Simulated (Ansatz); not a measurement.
# TiO2 (I4_1/amd), symmetry broken, then relaxed

All numbers below come from DFT r2SCAN, scalar-relativistic, plane waves, PAW in Ansatz. The runs took a 500 eV cutoff, a Γ-centred 6×6×4 mesh and Gaussian smearing (0.05 eV). No spin polarisation. Energies are free energies at this smearing, counted from the undisturbed cell; pressure is positive in compression.

Zero of the scan (relaxed at this level):

```
Ti O
1.0
     2.67116   -2.67125   -0.02017
     2.67116    2.67125   -0.02017
     0.07164    0.00000    9.58376
Ti O
4 8
Direct
  0.99997 0.75003 0.12500
  0.49997 0.25003 0.62500
  0.50003 0.74997 0.37500
  0.00003 0.24997 0.87500
  0.00001 0.74998 0.33227
  0.50001 0.24998 0.83227
  0.49999 0.75002 0.16773
  0.99999 0.25002 0.66773
  0.50002 0.24999 0.41773
  0.00002 0.74999 0.91773
  0.99998 0.25001 0.08227
  0.49998 0.75001 0.58227
```

The atoms are displaced (Å, in the unstrained cell):

| atom | ux | uy | uz |
| --- | --- | --- | --- |
| Ti1 | -0.310 | 0.012 | -0.134 |
| Ti2 | 0.310 | -0.012 | 0.134 |
| Ti3 | 0.065 | -0.099 | 0.494 |
| Ti4 | -0.065 | 0.099 | -0.494 |
| O5 | -0.475 | -0.249 | 0.283 |
| O6 | 0.475 | 0.249 | -0.283 |
| O7 | -0.048 | -0.009 | 0.097 |
| O8 | 0.048 | 0.009 | -0.097 |
| O9 | -0.434 | 0.428 | 0.106 |
| O10 | 0.434 | -0.428 | -0.106 |
| O11 | 0.160 | -0.128 | -0.025 |
| O12 | -0.160 | 0.128 | 0.025 |

Cell and atoms are then relaxed.

Question: Does the relaxation return to the undisturbed structure?

Answer: Yes (up to a choice of domain or origin): same space group and volume, and an energy 0.0 meV/atom from it. The disturbance itself cost 1114.4 meV/atom. The final space group reads I4_1/amd (tolerance 0.05 Å) and the volume changes by 0.05 %.

Final structure:

```
CELL_PARAMETERS angstrom
2.67110 -2.67117 -0.01991
2.67116 2.67124 -0.02001
0.07242 -0.00017 9.58867
ATOMIC_POSITIONS crystal
Ti 0.00000 0.75001 0.12500
Ti 0.50006 0.25001 0.62500
Ti 0.49994 0.74998 0.37501
Ti 0.99999 0.25000 0.87501
O 0.99995 0.75004 0.33219
O 0.50001 0.25004 0.83219
O 0.49998 0.74996 0.16780
O 0.00004 0.24996 0.66780
O 0.49991 0.25000 0.41780
O 0.00001 0.75001 0.91780
O 0.00001 0.24999 0.08219
O 0.50009 0.74999 0.58219
```

The relaxation, step by step (energy from the first step; small jumps at an unchanged geometry come where the plane waves are selected anew for the new cell):

```
step  ΔE (meV/atom) largest force component (eV/Å) pressure (GPa)
   1            0.0                          19.636           27.80
   2         -677.9                           8.741            7.74
   3         -996.4                           1.865            2.75
   4        -1093.0                           0.759            0.66
   5        -1113.8                           0.119           -0.18
   6        -1114.4                           0.007           -0.01
   7        -1114.4                           0.002            0.00
   8        -1114.4                           0.002           -0.06
```

Frames along the relaxation (Å, eV/Å):

```xyz
12
Lattice="2.671 -2.671 -0.020 2.671 2.671 -0.020 0.072 0.000 9.584" Properties=species:S:1:pos:R:3:forces:R:3 pbc="T T T" step=1
Ti    4.373   -0.656    1.029    2.166    0.085    2.624
Ti    2.359   -0.680    6.108   -7.804    2.670  -13.523
Ti    3.431    0.569    4.063   -0.251    0.169  -19.636
Ti    0.665    0.767    7.886    5.101   -6.422   17.592
O     1.552    1.754    3.452    1.167    2.342    0.646
O     2.538   -0.419    7.678   -1.883    2.761    7.655
O     3.303    0.659    1.679    0.251   -0.052   -0.609
O     3.435   -1.994    6.277    2.195   -3.561   -7.481
O     1.599   -0.240    4.095    1.772   -3.981    2.322
O     2.503    1.576    8.674   -1.889    3.462   -2.283
O     3.505   -2.132    0.739   -2.304    0.002   -1.428
O     3.221    0.796    5.580    1.479    2.526   14.122
12
Lattice="2.693 -2.721 -0.029 2.679 2.707 -0.031 0.038 -0.004 9.589" Properties=species:S:1:pos:R:3:forces:R:3 pbc="T T T" step=2
Ti    4.450   -0.711    1.099    1.432    0.049    1.371
Ti    2.309   -0.707    6.056   -3.704    1.195   -7.129
Ti    3.387    0.597    3.874   -1.112    0.574   -8.479
Ti    0.687    0.741    8.059    2.914   -2.850    8.741
O     1.614    1.855    3.431    1.189    1.267   -0.602
O     2.470   -0.489    7.739   -1.710    0.961    3.899
O     3.357    0.648    1.617   -0.174    0.259   -0.075
O     3.407   -2.085    6.323    0.679   -1.652   -3.151
O     1.661   -0.367    4.116    1.528   -2.253    1.090
O     2.387    1.753    8.626   -1.375    2.002   -0.765
O     3.441   -2.103    0.676   -1.195    0.286   -0.942
O     3.289    0.761    5.562    1.529    0.163    6.041
12
Lattice="2.693 -2.716 0.017 2.661 2.684 -0.027 0.127 -0.079 9.557" Properties=species:S:1:pos:R:3:forces:R:3 pbc="T T T" step=3
Ti    4.505   -0.706    1.223    0.966   -0.041   -0.395
Ti    2.317   -0.801    5.999   -1.210   -0.153   -0.757
Ti    3.357    0.588    3.725   -0.891    0.768   -1.705
Ti    0.794    0.650    8.213    0.956   -0.677    1.830
O     1.750    1.910    3.303    0.990   -0.013   -1.178
O     2.400   -0.625    7.804   -0.944    0.334    1.865
O     3.354    0.664    1.630   -0.302    0.452    0.181
O     3.424   -2.220    6.410    0.475   -0.464   -1.856
O     1.792   -0.529    4.149    0.886   -0.319   -1.173
O     2.341    1.829    8.596   -0.831    0.534    0.860
O     3.377   -2.014    0.660   -0.414    0.174    1.138
O     3.470    0.593    5.572    0.319   -0.595    1.191
12
Lattice="2.692 -2.702 0.031 2.663 2.673 -0.008 0.185 -0.072 9.525" Properties=species:S:1:pos:R:3:forces:R:3 pbc="T T T" step=4
Ti    4.608   -0.690    1.231    0.402    0.053   -0.111
Ti    2.282   -0.822    5.988   -0.510    0.082   -0.403
Ti    3.372    0.655    3.625   -0.303    0.269   -0.583
Ti    0.824    0.628    8.281    0.366   -0.227    0.672
O     1.907    1.992    3.188    0.449   -0.100   -0.262
O     2.301   -0.695    7.880   -0.319    0.085    0.736
O     3.372    0.688    1.616   -0.176    0.174    0.048
O     3.486   -2.193    6.411    0.214   -0.100   -0.759
O     1.917   -0.573    4.048    0.334   -0.185   -0.338
O     2.267    1.901    8.691   -0.317    0.130    0.212
O     3.374   -2.012    0.775   -0.211   -0.005    0.358
O     3.536    0.518    5.552    0.073   -0.176    0.430
12
Lattice="2.677 -2.677 -0.003 2.667 2.667 -0.018 0.106 -0.026 9.591" Properties=species:S:1:pos:R:3:forces:R:3 pbc="T T T" step=5
Ti    4.679   -0.663    1.190    0.024   -0.019   -0.105
Ti    2.102   -0.723    5.992   -0.033    0.015    0.033
Ti    3.343    0.680    3.576    0.048   -0.033    0.119
Ti    0.768    0.636    8.388    0.016    0.016   -0.108
O     2.019    2.008    3.169   -0.058    0.040    0.037
O     2.108   -0.702    7.974   -0.009    0.020    0.021
O     3.347    0.675    1.598    0.037   -0.051   -0.038
O     3.430   -2.052    6.397    0.015   -0.014    0.019
O     2.026   -0.664    4.001   -0.006    0.012   -0.030
O     2.110    1.973    8.790   -0.021   -0.018    0.030
O     3.344   -1.997    0.778   -0.003   -0.022    0.080
O     3.427    0.611    5.569   -0.011    0.054   -0.059
12
Lattice="2.671 -2.671 -0.017 2.670 2.670 -0.020 0.078 -0.004 9.591" Properties=species:S:1:pos:R:3:forces:R:3 pbc="T T T" step=6
Ti    4.683   -0.668    1.168    0.000   -0.002   -0.003
Ti    2.057   -0.676    5.982   -0.007    0.006   -0.005
Ti    3.364    0.669    3.573    0.001    0.001   -0.004
Ti    0.737    0.663    8.387   -0.002    0.001    0.001
O     2.026    2.005    3.171    0.002   -0.002    0.004
O     2.071   -0.672    7.968   -0.003   -0.001    0.003
O     3.350    0.668    1.586   -0.001    0.001    0.000
O     3.392   -2.011    6.383    0.003    0.002   -0.001
O     2.031   -0.665    3.994    0.003   -0.004    0.003
O     2.076    1.998    8.789    0.001    0.003   -0.002
O     3.344   -2.002    0.766    0.003   -0.003    0.002
O     3.387    0.661    5.560   -0.002   -0.003    0.003
12
Lattice="2.671 -2.671 -0.020 2.671 2.671 -0.020 0.072 0.000 9.589" Properties=species:S:1:pos:R:3:forces:R:3 pbc="T T T" step=7
Ti    4.684   -0.668    1.164    0.000    0.000    0.000
Ti    2.049   -0.668    5.978    0.000    0.000    0.000
Ti    3.366    0.668    3.571    0.000    0.000   -0.001
Ti    0.731    0.668    8.385    0.000    0.000   -0.001
O     2.027    2.004    3.170    0.000    0.000    0.001
O     2.064   -0.668    7.965    0.000    0.000    0.002
O     3.351    0.668    1.584    0.000    0.000   -0.001
O     3.387   -2.004    6.378    0.000    0.000   -0.001
O     2.033   -0.668    3.991    0.000    0.000   -0.001
O     2.070    2.003    8.786    0.000    0.000   -0.001
O     3.345   -2.003    0.763    0.000    0.000    0.001
O     3.381    0.667    5.557    0.000    0.000    0.002
12
Lattice="2.671 -2.671 -0.020 2.671 2.671 -0.020 0.072 0.000 9.589" Properties=species:S:1:pos:R:3:forces:R:3 pbc="T T T" step=8
Ti    4.684   -0.668    1.164    0.000    0.000    0.000
Ti    2.049   -0.668    5.978    0.000    0.000    0.000
Ti    3.366    0.668    3.571    0.000    0.000   -0.001
Ti    0.731    0.668    8.385    0.000    0.000   -0.001
O     2.027    2.004    3.170    0.000    0.000    0.001
O     2.064   -0.668    7.965    0.000    0.000    0.002
O     3.351    0.668    1.584    0.000    0.000   -0.001
O     3.387   -2.004    6.378    0.000    0.000   -0.001
O     2.033   -0.668    3.991    0.000    0.000   -0.001
O     2.070    2.003    8.786    0.000    0.000   -0.001
O     3.345   -2.003    0.763    0.000    0.000    0.001
O     3.381    0.667    5.557    0.000    0.000    0.002
```

Cost: 3 runs of about 10 core-minutes in all, on Intel Xeon 6975P-C (Granite Rapids) (shared hosts).